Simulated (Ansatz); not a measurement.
# Si on Cu(100): change of the work function, part 5 of 5

How does Si on the hollow site change the work function of Cu(100) as the layer fills?

Ansatz 0.2.0; plane-wave DFT, RPBE, Ansatz PAW (the session's first sound run).

So far, work function, upper face (eV): step 2 (the clean slab) 4.41; step 5 (the covered slab, k-mesh 12×12×1, coverage 1 ML) 4.72; step 7 (the slab at 0.25 ML, atoms frozen) 4.75; step 8 (the substrate of the 0.25 ML cell alone) 4.43; step 9 (the adsorbate layer of the 0.25 ML cell alone) 4.61.

### 11. A changed input

This step: plane-wave DFT, RPBE, Ansatz PAW (Ansatz 0.2.0).

System of this step: Si/Cu(100). The cell holds 5 atoms: 4 Cu and 1 Si. Its edges and angles: a = 2.553 Å, b = 2.553 Å, c = 25.321 Å, α = 90.0°, β = 90.0°, γ = 90.0°. Vacuum lies along c.

A run with a changed input: it repeats the earlier run at 1 ML with scf.eigensolver.kind to davidson, basis.precision to f64, scf.occupations.method from fermi_dirac to gaussian and scf.occupations.width from 0.1 to 0.025.

Contents of input.yaml:

```yaml
crystal:
  lattice:
    - [2.5526554801, 0.0, 0.0]
    - [0.0, 2.5526554801, 0.0]
    - [0.0, 0.0, 25.3210422323]
  atoms:
    - { symbol: Cu, position: [0.5, 0.5, 0.3554356064] }
    - { symbol: Cu, position: [0.0, 0.0, 0.4267201919] }
    - { symbol: Cu, position: [0.5, 0.5, 0.5011190358] }
    - { symbol: Cu, position: [0.0, 0.0, 0.5733443578] }
    - { symbol: Si, position: [0.5, 0.5, 0.6445643936] }
kpoints:
  mp_grid: { grid: [12, 12, 1] }
hamiltonian:
  xc: rpbe
scf:
  occupations: { method: gaussian, width: 0.025 }
  convergence: { dr2_threshold: 1.0e-08 }
  eigensolver: { kind: davidson }
efield:
  axis: 3
  dipole_correction: true
  ramp_position: 0.97
  ramp_width: 0.06
relax:
  f_tol: 0.02
  max_steps: 60
  constraints: [{ sites: [0, 1] }]
output:
  bader: true
  write_potential: true
  write_density: true
  volumetric_format: npy
basis:
  precision: f64
```

Launch:

```console
ansatz run input.yaml --threads 4 --pin off --max-ram 12288MiB --backend cpu --events-out ev --progress --plain --runs-dir out
```

Numbers of over 12 decimals in the logs are rounded to 6 here.

The log of the run:

```text
[...]
Crystal: 5 atoms, lattice volume = 164.993 Å³
Basis set: ecut = 420 eV, 3249 PW (Γ), exchange–correlation on 36×36×360 points (8 copies of the dense FFT grid, shifted against one another)
Bands: 48, of which v1, the nominal top of the filled ones, is band 40 counted from 1 (39 counted from 0)
Symmetry: 8 space group operations
[...]
k-points: 28 of 144
[...]
SCF iter   1: F=—  HF=-27159.350508 eV  |F-HF|=—  |Δ(HF+E_count)|=         —  Δρ=6.10e-3  dr2=3.56e-1  ethr=1.77e-3  p=0.001 e·Å  D=9.76e-4 V/Å  ΔV_dip=-0.02 eV  dr2_dipole=1.43e-1  V_vac-E_F(+/−)=4.46/4.48 eV  ⟨swp⟩=11.8  Hψ=6416  notcnv=0
[...]
SCF iter  14: F=-27159.333760 eV  HF=-27159.333760 eV  |F-HF|=7.84e-9  |Δ(HF+E_count)|=   3.59e-8  Δρ=1.81e-6  dr2=4.21e-9  ethr=5.50e-11  p=-0.016 e·Å  D=-1.81e-2 V/Å  ΔV_dip=0.46 eV  dr2_dipole=1.65e-11  V_vac-E_F(+/−)=4.86/4.41 eV  ⟨swp⟩=3.0  Hψ=2615  notcnv=0  defer=1
SCF 1 converged in 14 iterations: F = -27159.333760 eV  dr2 = 4.21e-9
  Residual-converged pass: ⟨swp⟩=7.9  Hψ=7018  notcnv=0  max |occ|·‖R‖ = 9.7e-9 eV (tolerance 1.0e-8 eV)  dr2=4.48e-9  dr2_onsite=9.20e-10  max |Δocc| = 1.4e-11
[...]
relax step   1: F+E_penalty+E_count = -27159.33375951 eV  Δ(F+E_penalty+E_count) = +0.000e0 eV  max|allowed force component| = 4.904e-1 eV/Å  Δτ_max = 0.0000 Å  (14 SCF iters, accepted)
[...]
SCF iter  13: F=-27159.361847 eV  HF=-27159.361847 eV  |F-HF|=8.53e-9  |Δ(HF+E_count)|=   3.12e-8  Δρ=9.01e-7  dr2=2.53e-9  ethr=1.29e-11  p=-0.016 e·Å  D=-1.72e-2 V/Å  ΔV_dip=0.44 eV  dr2_dipole=6.86e-11  V_vac-E_F(+/−)=4.82/4.39 eV  ⟨swp⟩=3.1  Hψ=2592  notcnv=0  defer=3
SCF 2 converged in 13 iterations: F = -27159.361847 eV  dr2 = 2.53e-9
[...]
relax step   2: F+E_penalty+E_count = -27159.36184665 eV  Δ(F+E_penalty+E_count) = -2.809e-2 eV  max|allowed force component| = 2.739e-1 eV/Å  Δτ_max = 0.0800 Å  (13 SCF iters, accepted)
SCF iter   1: F=—  HF=-27159.378648 eV  |F-HF|=—  |Δ(HF+E_count)|=         —  Δρ=2.98e-3  dr2=1.55e-2  ethr=2.11e-4  p=-0.016 e·Å  D=-1.72e-2 V/Å  ΔV_dip=0.44 eV  dr2_dipole=1.52e-3  V_vac-E_F(+/−)=4.83/4.39 eV  ⟨swp⟩=5.6  Hψ=3848  notcnv=0  defer=11
[...]
SCF iter  12: F=-27159.374999 eV  HF=-27159.374999 eV  |F-HF|=4.28e-8  |Δ(HF+E_count)|=   5.48e-8  Δρ=1.13e-6  dr2=5.27e-9  ethr=9.57e-11  p=-0.014 e·Å  D=-1.55e-2 V/Å  ΔV_dip=0.39 eV  dr2_dipole=1.67e-12  V_vac-E_F(+/−)=4.76/4.37 eV  ⟨swp⟩=2.8  Hψ=2555  notcnv=0  defer=1
SCF 3 converged in 12 iterations: F = -27159.374999 eV  dr2 = 5.27e-9
[...]
relax step   3: F+E_penalty+E_count = -27159.37499880 eV  Δ(F+E_penalty+E_count) = -1.315e-2 eV  max|allowed force component| = 2.654e-2 eV/Å  Δτ_max = 0.1028 Å  (12 SCF iters, accepted)
SCF iter   1: F=—  HF=-27159.375279 eV  |F-HF|=—  |Δ(HF+E_count)|=         —  Δρ=4.94e-4  dr2=2.35e-4  ethr=1.18e-6  p=-0.014 e·Å  D=-1.55e-2 V/Å  ΔV_dip=0.39 eV  dr2_dipole=1.09e-5  V_vac-E_F(+/−)=4.76/4.37 eV  ⟨swp⟩=4.2  Hψ=3686  notcnv=0  defer=2
[...]
SCF iter   9: F=-27159.375163 eV  HF=-27159.375163 eV  |F-HF|=2.04e-8  |Δ(HF+E_count)|=   1.25e-8  Δρ=2.13e-6  dr2=9.59e-9  ethr=1.20e-10  p=-0.014 e·Å  D=-1.57e-2 V/Å  ΔV_dip=0.40 eV  dr2_dipole=8.43e-10  V_vac-E_F(+/−)=4.76/4.37 eV  ⟨swp⟩=3.2  Hψ=2789  notcnv=0  defer=1
SCF 4 converged in 9 iterations: F = -27159.375163 eV  dr2 = 9.59e-9
[...]
relax step   4: F+E_penalty+E_count = -27159.37516343 eV  Δ(F+E_penalty+E_count) = -1.646e-4 eV  max|allowed force component| = 2.307e-3 eV/Å  Δτ_max = 0.0062 Å  (9 SCF iters, accepted)
[...]
SCF converged after 9 iterations
Free energy (F): -27159.375163 eV
[...]
Internal energy: -27159.374592 eV  (E = F + TS)
E sigma→0 (E₀):  -27159.374878 eV
Entropy (-TS):   -0.000571 eV (-0.114 meV/atom)
Fermi energy:    2.920436 eV
Dipole field:    D = -0.015779 V/Å  (p = -0.014387 e·Å, saw-weighted, corrected)
Work function:   Φ+ = 4.7646 eV   Φ− = 4.3651 eV
[...]
--- Forces (eV/Å), atoms counted from 1 ---
  atom   1  Cu     0.00000000     0.00000000    -0.08249601
  atom   2  Cu     0.00000000     0.00000000     0.07912899
  atom   3  Cu     0.00000000     0.00000000     0.00068563
  atom   4  Cu    -0.00000000     0.00000000     0.00230742
  atom   5  Si     0.00000000     0.00000000     0.00037809
  max |Σ_I F_I| component: 4.12e-6 eV/Å
--- Band table (eV; the first three rows and the last of 28) ---
  k-point 0: bands = [... 36 lower, 1.1883, 1.2991, 1.4787, 1.4787, 1.5294, 3.4061, 6.5671, 7.1091, ... 4 higher]
  k-point 1: bands = [... 36 lower, 1.2535, 1.2686, 1.4627, 1.5235, 1.6969, 3.7373, 6.7223, 7.2739, ... 4 higher]
  k-point 2: bands = [... 36 lower, 1.1411, 1.1909, 1.3984, 1.5214, 2.3270, 4.5010, 6.3913, 7.2014, ... 4 higher]
  k-point 27: bands = [... 36 lower, 2.0026, 2.0026, 2.9211, 5.4386, 5.6020, 5.6020, 7.4384, 7.4384, ... 4 higher]
--- Relaxed structure (4 steps of the walk, 4 accepted, 0 SCFs on fresh bases) ---
  F+E_penalty+E_count = -27159.37516343 eV   max|allowed force component| = 2.307e-3 eV/Å
  atoms:
    - { symbol: Cu, position: [0.5, 0.5, 0.355436] }
    - { symbol: Cu, position: [0.0, 0.0, 0.426720] }
    - { symbol: Cu, position: [0.5, 0.5, 0.500520] }
    - { symbol: Cu, position: [0, 0.0, 0.575829] }
    - { symbol: Si, position: [0.5, 0.5, 0.651725] }
--- Bader charges: 5 sites ---
  site symbol  charge [e]  shift [e]
     0     Cu     -0.0212     0.0002
     1     Cu      0.0240     0.0002
     2     Cu     -0.0087     0.0000
     3     Cu     -0.0108     0.0002
     4     Si      0.0167     0.0002
  estimated error of the sums over rays = 3.2e-4 e
```

Elapsed: 69 s, on 4 threads of Intel Xeon Platinum 8259CL at 2.50GHz (Skylake/Cascade Lake), shared host; peak memory 0.6 GiB.

Relaxation path:

```csv
step,energy less that of the first step (eV),largest force component (eV/Å)
1,0.0000,0.4904
2,-0.0281,0.2739
3,-0.0412,0.0265
4,-0.0414,0.0023
```

Forces are held to the 8 operations that the run works with; a distortion that breaks them can't arise in this run.

The atoms that moved most (Å):

```csv
atom,dx,dy,dz,length
Si5,0.000,0.000,0.181,0.181
Cu4,0.000,0.000,0.063,0.063
Cu3,0.000,0.000,-0.015,0.015
```

Final coordinates:

```
Cu Si
1.0
     2.55266    0.00000    0.00000
     0.00000    2.55266    0.00000
     0.00000    0.00000   25.32104
Cu Si
4 1
Direct
  0.50000 0.50000 0.35544
  0.00000 0.00000 0.42672
  0.50000 0.50000 0.50052
  0.00000 0.00000 0.57583
  0.50000 0.50000 0.65173
```

This step gave:

```yaml
energy_at_zero_smearing: -27159.3749 eV
work_function_upper_face: 4.765 eV
work_function_lower_face: 4.365 eV
dipole_along_the_normal: -0.01439 e·Å
step_between_the_vacuum_levels: 0.3995 eV
```

```csv
quantity,this run,earlier run,difference
"work function, upper face (eV)",4.765,4.718,0.047
"work function, lower face (eV)",4.365,4.369,-0.0041
dipole along the normal (e·Å),-0.01439,-0.01255,-0.0018
```

What moves beyond 0.01 in its unit (for the dipole 0.5 % and 5e-5 e·Å): dipole along the normal (-0.00184 e·Å) and work function, upper face (+0.0469 eV).

### 12. A changed input: hamiltonian.xc = "revpbe"

This step: plane-wave DFT, RPBE, Ansatz PAW, but for the change named below (Ansatz 0.2.0).

System of this step: Cu(100). The cell holds 4 atoms: 4 Cu. Cell: a = 2.553 Å, b = 2.553 Å, c = 23.415 Å, α = 90.0°, β = 90.0°, γ = 90.0°. Vacuum lies along c.

Another changed input: it repeats the earlier run at 0 ML with hamiltonian.xc from rpbe to revpbe.

input.yaml, the sections that differ from step 11:

```yaml
crystal:
  lattice:
    - [2.5526554801, 0.0, 0.0]
    - [0.0, 2.5526554801, 0.0]
    - [0.0, 0.0, 23.415]
  atoms:
    - { symbol: Cu, position: [0.5, 0.5, 0.3843689942] }
    - { symbol: Cu, position: [0.0, 0.0, 0.4614563314] }
    - { symbol: Cu, position: [0.5, 0.5, 0.5385436686] }
    - { symbol: Cu, position: [0.0, 0.0, 0.6156310058] }
hamiltonian:
  xc: revpbe
scf:
  occupations: { method: fermi_dirac, width: 0.1 }
  convergence: { dr2_threshold: 1.0e-08 }
output:
  write_potential: true
  write_density: true
  volumetric_format: npy
# kpoints, efield, relax: as in step 11
# basis: removed
```

The log of the run:

```text
[...]
Crystal: 4 atoms, lattice volume = 152.573 Å³
Basis set: ecut = 420 eV, 3011 PW (Γ), exchange–correlation on 36×36×320 points (8 copies of the dense FFT grid, shifted against one another)
Bands: 46, of which v1, the nominal top of the filled ones, is band 38 counted from 1 (37 counted from 0)
Symmetry: 8 space group operations
k-points: 28 of 144
[...]
SCF iter   1: F=—  HF=-26514.411061 eV  |F-HF|=—  |Δ(HF+E_count)|=         —  Δρ=4.51e-3  dr2=1.94e-2  ethr=1.77e-3  p=0.000 e·Å  D=5.79e-14 V/Å  ΔV_dip=-0.00 eV  dr2_dipole=1.20e-8  V_vac-E_F(+/−)=4.40/4.40 eV  ⟨swp⟩=8.8  Hψ=5689  notcnv=0  defer=6
[...]
SCF iter  11: F=-26514.413868 eV  HF=-26514.413868 eV  |F-HF|=2.07e-9  |Δ(HF+E_count)|=   6.32e-8  Δρ=1.18e-6  dr2=2.30e-9  ethr=1.32e-11  p=-0.000 e·Å  D=-5.95e-8 V/Å  ΔV_dip=0.00 eV  dr2_dipole=7.65e-14  V_vac-E_F(+/−)=4.43/4.43 eV  ⟨swp⟩=9.1  Hψ=8226  notcnv=0
SCF 1 converged in 11 iterations: F = -26514.413868 eV  dr2 = 2.30e-9
[...]
relax step   1: F+E_penalty+E_count = -26514.41386801 eV  Δ(F+E_penalty+E_count) = +0.000e0 eV  max|allowed force component| = 2.184e-1 eV/Å  Δτ_max = 0.0000 Å  (11 SCF iters, accepted)
[...]
SCF iter   9: F=-26514.419519 eV  HF=-26514.419519 eV  |F-HF|=3.35e-8  |Δ(HF+E_count)|=   1.84e-8  Δρ=2.22e-6  dr2=6.46e-9  ethr=1.32e-11  p=-0.000 e·Å  D=-7.77e-5 V/Å  ΔV_dip=0.00 eV  dr2_dipole=2.29e-10  V_vac-E_F(+/−)=4.43/4.43 eV  ⟨swp⟩=8.0  Hψ=9144  notcnv=0
SCF 2 converged in 9 iterations: F = -26514.419519 eV  dr2 = 6.46e-9
relax step   2: F+E_penalty+E_count = -26514.41951883 eV  Δ(F+E_penalty+E_count) = -5.651e-3 eV  max|allowed force component| = 1.330e-1 eV/Å  Δτ_max = 0.0303 Å  (9 SCF iters, accepted)
SCF iter   1: F=—  HF=-26514.427547 eV  |F-HF|=—  |Δ(HF+E_count)|=         —  Δρ=3.45e-3  dr2=1.01e-2  ethr=1.35e-4  p=-0.000 e·Å  D=-7.76e-5 V/Å  ΔV_dip=0.00 eV  dr2_dipole=4.19e-6  V_vac-E_F(+/−)=4.43/4.43 eV  ⟨swp⟩=4.4  Hψ=3241  notcnv=0  defer=52
[...]
SCF iter  10: F=-26514.422863 eV  HF=-26514.422863 eV  |F-HF|=1.98e-8  |Δ(HF+E_count)|=   7.34e-8  Δρ=1.42e-6  dr2=3.27e-9  ethr=1.32e-11  p=-0.000 e·Å  D=-1.72e-4 V/Å  ΔV_dip=0.00 eV  dr2_dipole=4.75e-10  V_vac-E_F(+/−)=4.43/4.43 eV  ⟨swp⟩=9.3  Hψ=8515  notcnv=0
SCF 3 converged in 10 iterations: F = -26514.422863 eV  dr2 = 3.27e-9
relax step   3: F+E_penalty+E_count = -26514.42286294 eV  Δ(F+E_penalty+E_count) = -3.344e-3 eV  max|allowed force component| = 8.469e-3 eV/Å  Δτ_max = 0.0450 Å  (10 SCF iters, accepted)
[...]
SCF converged after 10 iterations
Free energy (F): -26514.422863 eV
[...]
Internal energy: -26514.377843 eV  (E = F + TS)
E sigma→0 (E₀):  -26514.400353 eV
Entropy (-TS):   -0.045020 eV (-11.255 meV/atom)
Fermi energy:    2.214569 eV
Dipole field:    D = -0.000206 V/Å  (p = -0.000173 e·Å, saw-weighted, corrected)
Work function:   Φ+ = 4.4313 eV   Φ− = 4.4265 eV
[...]
--- Forces (eV/Å), atoms counted from 1 ---
  atom   1  Cu    -0.00000000     0.00000000    -0.03474472
  atom   2  Cu     0.00000000     0.00000000     0.02675268
  atom   3  Cu    -0.00000000     0.00000000     0.00846890
  atom   4  Cu     0.00000000     0.00000000    -0.00049143
  max |Σ_I F_I| component: 1.46e-5 eV/Å
--- Band table (eV; the first three rows and the last of 28) ---
  k-point 0: bands = [... 34 lower, 0.5444, 0.7605, 0.7796, 0.7796, 0.7846, 1.7228, 3.2573, 6.3992, ... 4 higher]
  k-point 1: bands = [... 34 lower, 0.6096, 0.6391, 0.6905, 0.7430, 0.8104, 2.0067, 3.5949, 6.5537, ... 4 higher]
  k-point 2: bands = [... 34 lower, 0.6045, 0.6271, 0.6893, 0.7476, 0.8038, 2.6358, 4.4149, 7.0156, ... 4 higher]
  k-point 27: bands = [... 34 lower, 1.1523, 1.1586, 4.7658, 4.7658, 6.8775, 6.8775, 9.6697, 9.6713, ... 4 higher]
--- Relaxed structure (3 steps of the walk, 3 accepted, 0 SCFs on fresh bases) ---
  F+E_penalty+E_count = -26514.42286294 eV   max|allowed force component| = 8.469e-3 eV/Å
  atoms:
    - { symbol: Cu, position: [0.5, 0.5, 0.384369] }
    - { symbol: Cu, position: [0.0, 0.0, 0.461456] }
    - { symbol: Cu, position: [0.5, 0.5, 0.541350] }
    - { symbol: Cu, position: [0, 0.0, 0.618845] }
```

Run time: 23 s. Hardware: 4 threads; peak memory 0.59 GiB; 85 s of CPU time.

The steps of the relaxation:

```csv
step,energy less that of the first step (eV),largest force component (eV/Å)
1,0.0000,0.2184
2,-0.0057,0.1330
3,-0.0090,0.0085
```

Forces are held to the 8 operations that the run works with; a distortion that breaks them can't arise in this run.

The atoms that moved most (Å):

```csv
atom,dx,dy,dz,length
Cu4,0.000,0.000,0.075,0.075
Cu3,0.000,0.000,0.066,0.066
```

The relaxed structure:

```xyz
4
Lattice="2.5527 0.0000 0.0000 0.0000 2.5527 0.0000 0.0000 0.0000 23.4150" Properties=species:S:1:pos:R:3
Cu    1.2763    1.2763    9.0000
Cu    0.0000    0.0000   10.8050
Cu    1.2763    1.2763   12.6757
Cu    0.0000    0.0000   14.4903
```

This step gave:

```yaml
energy_at_zero_smearing: -26514.4004 eV
work_function_upper_face: 4.431 eV
dipole_along_the_normal: -1.73e-4 e·Å
```

```csv
quantity,this run,earlier run,difference
"work function, upper face (eV)",4.431,4.414,0.017
dipole along the normal (e·Å),-1.73e-4,-4.23e-4,2.5e-4
```

What moves beyond 0.01 in its unit (for the dipole 0.5 % and 5e-5 e·Å): dipole along the normal (+0.00025 e·Å) and work function, upper face (+0.0172 eV).

### 13. Results

```
work function of the clean face                                                           : 4.41 eV
work function at 0.25 ML                                                                  : 4.75 eV
work function at 0.5 ML                                                                   : 4.81 eV
work function at 1 ML                                                                     : 4.72 eV
dipole per adsorbate at 0.25 ML, positive end outwards                                    : -0.29 D
step of the potential from the moved charge at 0.25 ML, upper less lower side, atoms held : 0.401 eV
```

What this shows: Si raises the work function of Cu(100) at the lowest coverage, by 0.33 eV: the adsorbate layer has its negative end outwards. The dipole per adsorbate falls from 0.29 to 0.06 D as the layer fills. Neighbouring dipoles depolarise each other, and heights and bonding change with coverage too. The slab has 4 layers, at the tabulated experimental lattice constant, one starting site was run, and quantum-size effects of a slab this thin can reach one or two tenths of an eV.

[Logs are printed without paths, hosts, clocks, repeated set-up lines and the standing remarks that a program may print on its own settings, such as how far it seeks lower states.]

[Hosts, paths, dates, database ids (printed as entryN), source tags and the programs' standing remarks are cut or masked in the printed files.]

[Maps of the electrostatic potential energy from Ansatz leave out the sawtooth potential of an applied field or a dipole correction, so their vacuum need not be flat; planar profiles and work functions include it.]
